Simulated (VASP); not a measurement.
# TaS2 (P-3m1) in VASP: a series of runs

The runs below take TaS2 through relaxation of cell and atoms, with LDA, PBEsol.

Everything below comes from runs of VASP 6.6.1. Logs are shortened: lines on timing, memory, paths and dates and some standing lists are left out, and cuts for length are marked.

**1. The structure**

It takes space group P-3m1 (No. 164, trigonal). The conventional cell has a = 3.350 Å, b = 3.350 Å, c = 5.860 Å, α = 90.00°, β = 90.00°, γ = 120.00°. Ta (site symmetry -3m) has 6 S at 2.43 Å as nearest neighbours. S (site symmetry 3m) has 3 Ta at 2.43 Å as nearest neighbours.

**2. Relaxation of cell and atoms, LDA**

File INCAR:

```
ALGO = Normal
EDIFF = 1E-6
EDIFFG = -0.01
ENCUT = 600
IBRION = 2
ISIF = 3
ISMEAR = 1
LASPH = T
LCHARG = F
LREAL = F
LWAVE = F
NELM = 80
NSW = 90
PREC = Accurate
SIGMA = 0.1
```

File KPOINTS:

```
k-points
0
Gamma
  15 15 6
```

File POSCAR:

```
TaS2
1.0
    3.3500000000      0.0000000000      0.0000000000
   -1.6750000000      2.9011851027      0.0000000000
    0.0000000000      0.0000000000      5.8600000000
Ta S
1 2
Direct
    0.0000000000      0.0000000000      0.0000000000
    0.3333333333      0.6666666667      0.2500000000
    0.6666666667      0.3333333333      0.7500000000
```

Potentials or basis: VASP PAW LDA potentials, release 64 (Ta_pv, S).

Command:

```console
> cat potpaw_LDA.64/Ta_pv/POTCAR potpaw_LDA.64/S/POTCAR > POTCAR
> mpirun -np 1 vasp_std > vasp.out
```

OUTCAR:

```text
EDIFF = 1E-6
   EDIFFG = -0.01
   ENCUT = 600
   IBRION = 2
   ISIF = 3
   ISMEAR = 1
   LASPH = T
   LREAL = F
   NELM = 80
   NSW = 90
   PREC = Accurate

 ion  position               nearest neighbor table
   1  0.000  0.000  0.000-   2 2.43   3 2.43   3 2.43   2 2.43   3 2.43   2 2.43
   2  0.333  0.667  0.250-   1 2.43   1 2.43   1 2.43
   3  0.667  0.333  0.750-   1 2.43   1 2.43   1 2.43

  LATTYP: Found a hexagonal cell.
 ALAT       =     3.3500000000
 C/A-ratio  =     1.7492537313

  Lattice vectors:

 A1 = (   3.3500000000,   0.0000000000,   0.0000000000)
 A2 = (  -1.6750000000,   2.9011851027,   0.0000000000)
 A3 = (   0.0000000000,   0.0000000000,   5.8600000000)

Analysis of symmetry for initial positions (statically):
=====================================================================
 Subroutine PRICEL returns:
 Original cell was already a primitive cell.

 Routine SETGRP: Setting up the symmetry group for a
 hexagonal supercell.

 Subroutine GETGRP returns: Found 12 space group operations
 (whereof 12 operations were pure point group operations)
 out of a pool of 24 trial point group operations.

The static configuration has the point symmetry D_3d.

Analysis of symmetry for dynamics (positions and initial velocities):
=====================================================================
 Subroutine PRICEL returns:
 Original cell was already a primitive cell.

 Routine SETGRP: Setting up the symmetry group for a
 hexagonal supercell.

 Subroutine GETGRP returns: Found 12 space group operations
 (whereof 12 operations were pure point group operations)
 out of a pool of 24 trial point group operations.

The dynamic configuration has the point symmetry D_3d.

 Subroutine INISYM returns: Found 12 space group operations
 (whereof 12 operations are pure point group operations),
 and found     1 'primitive' translations

----------------------------------------------------------------------------------------

                                     Primitive cell

  volume of cell :      56.9532

  direct lattice vectors                    reciprocal lattice vectors
     3.350000000  0.000000000  0.000000000     0.298507463  0.172343364  0.000000000
    -1.675000000  2.901185103  0.000000000     0.000000000  0.344686728  0.000000000
     0.000000000  0.000000000  5.860000000     0.000000000  0.000000000  0.170648464

  length of vectors
     3.350000000  3.350000000  5.860000000     0.344686728  0.344686728  0.170648464
[... 124 lines left out ...]

 number of electron      22.9999999 magnetization

 Free energy of the ion-electron system (eV)
  ---------------------------------------------------
  ext. energy  EPLUGINS =         0.00000000
  ---------------------------------------------------
  free energy    TOTEN  =       -25.44120833 eV

  energy without entropy =      -25.44068624  energy(sigma->0) =      -25.44103430

------------------------ aborting loop because EDIFF is reached ----------------------------------------

  FORCE on cell =-STRESS in cart. coord.  units (eV):
  Direction    XX          YY          ZZ          XY          YZ          ZX
  --------------------------------------------------------------------------------------
  -------------------------------------------------------------------------------------
  Total       -0.0079803     -0.0079803      1.8748299      0.0000000      0.0000000      0.0000000
  in kB       -0.2244985     -0.2244985     52.7417561      0.0000000      0.0000000      0.0000000
  external PRESSURE =      17.4309197 kB  Pullay stress =       0.0000000 kB
[... 92 lines left out ...]
  FREE ENERGIE OF THE ION-ELECTRON SYSTEM (eV)
  ---------------------------------------------------
  free  energy   TOTEN  =       -25.4740670076 eV

  energy  without entropy=      -25.4736267889  energy(sigma->0) =      -25.47392027

[... ionic steps 4 to 13 ...]

--------------------------------------- Ionic step       14  -------------------------------------------

 number of electron      23.0000001 magnetization

------------------------ aborting loop because EDIFF is reached ----------------------------------------
[... 69 lines left out ...]
--------------------------------------- Ionic step       16  -------------------------------------------

 number of electron      23.0000001 magnetization

 Free energy of the ion-electron system (eV)
  ---------------------------------------------------
  ext. energy  EPLUGINS =         0.00000000
  ---------------------------------------------------
  free energy    TOTEN  =       -25.51238007 eV

  energy without entropy =      -25.51208786  energy(sigma->0) =      -25.51228267

 E-fermi :   6.0891     XC(G=0): -11.1859

 val. band max:        6.0885175912   @ k =   0.0000   0.1333   0.1667
 cond. band min:       6.0936051500   @ k =   0.2000   0.0667   0.1667
 fundamental gap:      0.0050875588
 Fermi energy:         6.0891238309

 k-point     1 :       0.0000    0.0000    0.0000
  band No.  band energies     occupation
      1     -28.8702      2.00000
      2     -28.8121      2.00000
      3     -28.8121      2.00000
      4      -9.0284      2.00000
      5      -6.8198      2.00000
      6      -1.2142      2.00000
      7       2.3086      2.00000
      8       2.3086      2.00000
      9       5.1203      2.00000
     10       5.6641      2.00000
     11       5.6641      2.00000
     12       5.9464      2.06145
     13       6.2958     -0.01279
     14       6.2958     -0.01279
[... 401 lines left out ...]
      2     -28.9728      2.00000
      3     -28.7942      2.00000
      4      -6.8445      2.00000
      5      -6.5569      2.00000
      6      -0.4012      2.00000
      7       0.7831      2.00000
      8       1.7153      2.00000
      9       2.0087      2.00000
     10       2.3257      2.00000
     11       3.0400      2.00000
     12       6.8889     -0.00000
     13       8.5474      0.00000
     14       8.7699      0.00000
     15      10.1082      0.00000

 [... further k-points ...]

------------------------ aborting loop because EDIFF is reached ----------------------------------------

  FORCE on cell =-STRESS in cart. coord.  units (eV):
  Direction    XX          YY          ZZ          XY          YZ          ZX
  --------------------------------------------------------------------------------------
  -------------------------------------------------------------------------------------
  Total        0.0290139      0.0290139     -0.0174503      0.0000000      0.0000000      0.0000000
  in kB        0.8635527      0.8635527     -0.5193788      0.0000000      0.0000000      0.0000000
  external PRESSURE =       0.4025756 kB  Pullay stress =       0.0000000 kB
[... 18 lines left out ...]
  FREE ENERGIE OF THE ION-ELECTRON SYSTEM (eV)
  ---------------------------------------------------
  free  energy   TOTEN  =       -25.5123800670 eV

  energy  without entropy=      -25.5120878622  energy(sigma->0) =      -25.51228267

 reached required accuracy - stopping structural energy minimisation
```

OSZICAR:

```text
N       E                     dE             d eps       ncg     rms          rms(c)
DAV:   1     0.162357863949E+03    0.16236E+03   -0.12713E+04  4380   0.155E+03
DAV:   2    -0.197088655636E+02   -0.18207E+03   -0.18020E+03  5619   0.341E+02
DAV:   3    -0.268822469110E+02   -0.71734E+01   -0.70730E+01  5963   0.646E+01
DAV:   4    -0.269707612883E+02   -0.88514E-01   -0.88413E-01  5713   0.774E+00
[... 136 lines left out ...]
DAV:   1    -0.255142704279E+02   -0.22141E-02   -0.66203E-02  4842   0.265E+00    0.367E-01
DAV:   2    -0.255127934462E+02    0.14770E-02   -0.33557E-03  4765   0.515E-01    0.157E-01
DAV:   3    -0.255123988460E+02    0.39460E-03   -0.10892E-03  5563   0.241E-01    0.444E-02
DAV:   4    -0.255123807903E+02    0.18056E-04   -0.77309E-05  5654   0.727E-02    0.357E-02
DAV:   5    -0.255123800670E+02    0.72329E-06   -0.78727E-06  5493   0.235E-02
  16 F= -.25512380E+02 E0= -.25512283E+02  d E =-.637745E-03
```

CONTCAR:

```text
TaS2
   1.00000000000000
     3.2919321210009693   -0.0000000000000000    0.0000000000000000
    -1.6459660605004847    2.8508968443417988    0.0000000000000000
     0.0000000000000000   -0.0000000000000000    5.7358243190688505
  Ta              S
     1     2
Direct
     0.0000000000000000    0.0000000000000000    0.0000000000000000
     0.3333333332999970    0.6666666667000030    0.2684666445709627
     0.6666666667000030    0.3333333332999970    0.7315333554290374

  0.00000000E+00  0.00000000E+00  0.00000000E+00
  0.00000000E+00  0.00000000E+00  0.00000000E+00
  0.00000000E+00  0.00000000E+00  0.00000000E+00
```

Run time: 18 min. Hardware: 1 thread of Intel Xeon Platinum 8375C at 2.90GHz (Ice Lake), shared host; peak memory 0.3 GiB.

Results:

* Free energy: -25.5124 eV
* Relaxed volume: 17.94 Å³/atom
* Relaxed cell: a = 3.292 Å, b = 3.292 Å, c = 5.736 Å, α = 90.00°, β = 90.00°, γ = 120.00°
* Space group after relaxing (to 0.05 Å): P-3m1 (No. 164)
* Energy gained by relaxing: 23.7 meV/atom
* Ionic steps: 16
* Pressure after relaxing: 0.0 GPa
* Largest force after relaxing: 0.008 eV/Å
* Band gap on the k mesh: none (metal or under the smearing width)

Forces in eV/Å, atoms in the order of the input:
```
Ta   0.000  0.000  0.000
S    0.000  0.000 -0.008
S    0.000  0.000  0.008
```

Stress tensor (GPa, compression positive):
```
 0.09  0.00  0.00
 0.00  0.09  0.00
 0.00  0.00 -0.05
```

Step by step:
```csv
step,energy change (eV),largest force (eV/Å),pressure (GPa),volume (Å³)
1,0.0000,0.8353,1.74,56.95
2,-0.0076,0.5003,-5.87,58.66
3,-0.0329,0.0992,-2.52,57.86
4,-0.0548,0.0642,-0.40,56.20
5,-0.0549,0.0655,-0.42,56.23
6,-0.0572,0.1786,0.29,55.85
7,-0.0576,0.2597,0.81,55.58
8,-0.0585,0.2530,0.76,55.54
9,-0.0610,0.2343,0.53,55.42
10,-0.0645,0.1970,0.13,55.16
11,-0.0653,0.1186,-0.59,54.64
12,-0.0660,0.1525,-0.30,54.85
13,-0.0680,0.0985,-0.47,54.68
14,-0.0705,0.0683,-0.75,54.17
15,-0.0708,0.0351,0.51,53.59
16,-0.0712,0.0084,0.04,53.83
```

Final structure:
```
CELL_PARAMETERS angstrom
3.29193 0.00000 0.00000
-1.64597 2.85090 0.00000
0.00000 0.00000 5.73582
ATOMIC_POSITIONS crystal
Ta 0.00000 0.00000 0.00000
S 0.33333 0.66667 0.26847
S 0.66667 0.33333 0.73153
```

Levels at points of the mesh, in eV from the Fermi level:
| k point | band 8 | band 9 | band 10 | band 11 | band 12 | band 13 | band 14 | band 15 |
| --- | --- | --- | --- | --- | --- | --- | --- | --- |
| (0.00, 0.00, 0.00) | -3.78 | -0.97 | -0.43 | -0.43 | -0.14 | 0.21 | 0.21 | 3.80 |
| (0.00, 0.00, 0.50) | -3.73 | -3.73 | -0.68 | -0.68 | 0.16 | 0.16 | 1.16 | 4.44 |

The run has no spin-orbit coupling, so splittings on Ta are missing. Zero-point motion and thermal expansion aren't in these numbers.

**3. Relaxation of cell and atoms, LDA**

This run uses another cell than the first one, of 17.94 Å³/atom, 0.945 times its volume.

INCAR, as its differences from that of step 2:

```diff
@@ -1,4 +1,4 @@
 ALGO = Normal
-EDIFF = 1E-6
-EDIFFG = -0.01
+EDIFF = 1E-7
+EDIFFG = -0.005
 ENCUT = 600
```

KPOINTS is that of step 2.

File POSCAR:

```
TaS2                                    
1.0
    3.2919321210     -0.0000000000      0.0000000000
   -1.6459660605      2.8508968443      0.0000000000
    0.0000000000     -0.0000000000      5.7358243191
  Ta              S             
     1     2
Direct
     0.0000000000000000    0.0000000000000000    0.0000000000000000
     0.3333333332999970    0.6666666667000030    0.2684666445709627
     0.6666666667000030    0.3333333332999970    0.7315333554290374
```

Potentials or basis: VASP PAW LDA potentials, release 64 (Ta_pv, S).

Command:

```console
> cat potpaw_LDA.64/Ta_pv/POTCAR potpaw_LDA.64/S/POTCAR > POTCAR
> mpirun -np 1 vasp_std > vasp.out
```

It took 5.5 min on 1 thread of Intel Xeon Platinum 8375C at 2.90GHz (Ice Lake), shared host; peak memory 0.28 GiB.

It converged, with:

| Property | Result |
| --- | --- |
| Free energy | -25.5121 eV |
| Relaxed volume | 17.95 Å³/atom |
| Relaxed cell | a = 3.293 Å, b = 3.293 Å, c = 5.732 Å, α = 90.00°, β = 90.00°, γ = 120.00° |
| Space group after relaxing (to 0.05 Å) | P-3m1 (No. 164) |
| Energy gained by relaxing | 0.0 meV/atom |
| Ionic steps | 4 |
| Pressure after relaxing | 0.0 GPa |
| Band gap on the k mesh | none (metal or under the smearing width) |

Final structure:
```
CELL_PARAMETERS angstrom
3.29343 0.00000 0.00000
-1.64671 2.85219 0.00000
0.00000 0.00000 5.73192
ATOMIC_POSITIONS crystal
Ta 0.00000 0.00000 0.00000
S 0.33333 0.66667 0.26843
S 0.66667 0.33333 0.73157
```

Levels at points of the mesh, in eV from the Fermi level:
| k point | band 10 | band 11 | band 12 | band 13 | band 14 | band 15 |
| --- | --- | --- | --- | --- | --- | --- |
| (0.00, 0.00, 0.00) | -0.43 | -0.43 | -0.14 | 0.20 | 0.20 | 3.80 |
| (0.00, 0.00, 0.50) | -0.69 | -0.69 | 0.16 | 0.16 | 1.16 | 4.44 |

**4. Relaxation of cell and atoms, PBEsol**

File INCAR:

```
  PREC = Accurate
  ENCUT = 600
  EDIFF = 1E-6
  ISMEAR = 1
  SIGMA = 0.1
  LREAL = False
  LASPH = True
  NELM = 80
  ALGO = Normal
  ISIF = 3
  LWAVE = False
  LCHARG = False
  GGA = PS
  IBRION = 2
  NSW = 90
  EDIFFG = -0.01
```

File KPOINTS:

```
Automatic mesh
0
Gamma
  15 15 6
```

File POSCAR:

```
TaS2
1.0
    3.3500000000      0.0000000000      0.0000000000
   -1.6750000000      2.9011851027      0.0000000000
    0.0000000000      0.0000000000      5.8600000000
Ta S
1 2
Direct
    0.0000000000      0.0000000000      0.0000000000
    0.3333333333      0.6666666667      0.2500000000
    0.6666666667      0.3333333333      0.7500000000
```

Potentials or basis: VASP PAW PBE potentials, release 64 (Ta_pv, S).

Command:

```console
> cat potpaw_PBE.64/Ta_pv/POTCAR potpaw_PBE.64/S/POTCAR > POTCAR
> mpirun -np 1 vasp_std > vasp.out
```

Run time: 24 min. Hardware: 1 thread of Intel Xeon Platinum 8259CL at 2.50GHz (Skylake/Cascade Lake), shared host; peak memory 0.33 GiB.

It converged, with:

- Free energy: -24.5774 eV
- Relaxed volume: 18.89 Å³/atom
- Relaxed cell: a = 3.317 Å, b = 3.317 Å, c = 5.946 Å, α = 90.00°, β = 90.00°, γ = 120.00°
- Space group after relaxing (to 0.05 Å): P-3m1 (No. 164)
- Energy gained by relaxing: 23.2 meV/atom
- Ionic steps: 20
- Pressure after relaxing: 0.0 GPa
- Band gap on the k mesh: none (metal or under the smearing width)

Stress tensor (GPa, compression positive):
```
 0.05  0.00  0.00
 0.00  0.05  0.00
 0.00  0.00 -0.04
```

The path:
```tsv
step	energy change (eV)	largest force (eV/Å)	pressure (GPa)	volume (Å³)
1	0.0000	1.0264	4.55	56.95
2	0.0733	1.1374	-9.19	61.50
3	-0.0517	0.1047	-1.51	58.68
4	-0.0517	0.1280	-1.37	58.63
5	-0.0675	0.0355	-0.49	57.82
6	-0.0685	0.0058	-0.20	57.56
7	-0.0684	0.0038	-0.18	57.54
8	-0.0685	0.0612	0.22	57.37
9	-0.0685	0.0405	0.09	57.43
10	-0.0687	0.0415	0.06	57.40
11	-0.0690	0.0462	0.00	57.28
12	-0.0689	0.0541	-0.10	57.05
13	-0.0690	0.0494	-0.03	57.19
14	-0.0692	0.0311	-0.12	57.14
15	-0.0694	0.0234	-0.35	56.99
16	-0.0695	0.0181	-0.24	56.89
17	-0.0696	0.0064	-0.02	56.68
18	-0.0696	0.0063	-0.02	56.67
19	-0.0696	0.0056	-0.03	56.66
20	-0.0696	0.0018	0.02	56.66
```

Final structure:
```yaml
crystal:
  lattice:
    - [3.31722, 0.00000, 0.00000]
    - [-1.65861, 2.87279, 0.00000]
    - [0.00000, 0.00000, 5.94589]
  atoms:
    - { symbol: Ta, position: [0.00000, 0.00000, 0.00000] }
    - { symbol: S, position: [0.33333, 0.66667, 0.25941] }
    - { symbol: S, position: [0.66667, 0.33333, 0.74059] }
```

Levels at points of the mesh, in eV from the Fermi level:
```tsv
k point	band 8	band 9	band 10	band 11	band 12	band 13	band 14	band 15
(0.00, 0.00, 0.00)	-3.77	-1.31	-0.52	-0.52	-0.08	0.20	0.20	3.87
(0.00, 0.00, 0.50)	-3.73	-3.73	-0.68	-0.68	0.17	0.17	1.03	4.30
```

Caveat: the PAW data sets were made with another functional, which shifts forces and pressure a little; this functional lacks dispersion, which binds the layers, so the pressure and a relaxed spacing across them are unreliable. Spin-orbit coupling is left out, which matters for the levels of Ta.

(Part 1 of 2 ends here.)
